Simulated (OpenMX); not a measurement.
Crystal: HgTe.

```
Hg Te
1.0
    -3.04560    3.04560    1.55941
     3.04560   -3.04560    1.55941
     3.04560    3.04560   -1.55941
Hg Te
1 1
Direct
  0.75000 0.25000 0.50000
  0.00000 0.00000 0.00000
```

Measurements of this composition are mostly on another form, of space group No. 216.

Base run:

* Program: OpenMX 3.8.5
* Functional: PBE
* Dispersion: D4
* Potentials or basis: OpenMX 2013 PBE set, Hg8.0-s3p2d2f1, Te7.0-s3p2d2f1, grid cutoff 500 Ry
* k mesh: 7 × 7 × 7
* Occupations: fermi-dirac, width 0.05 eV
* Spin: no spin polarisation

Its results: band gap on the k mesh none (metal or under the smearing width); pressure -0.7 GPa.

Q: The run is repeated on the same cell with these changes: dispersion from D4 to D3. What comes out?

A: Band gap on the k mesh none (metal or under the smearing width); pressure 0.2 GPa.

Caveats: the basis of atomic orbitals isn't converged, which shifts pressures, moduli and gaps; pairwise dispersion overbinds metals, which lowers pressure and volume.
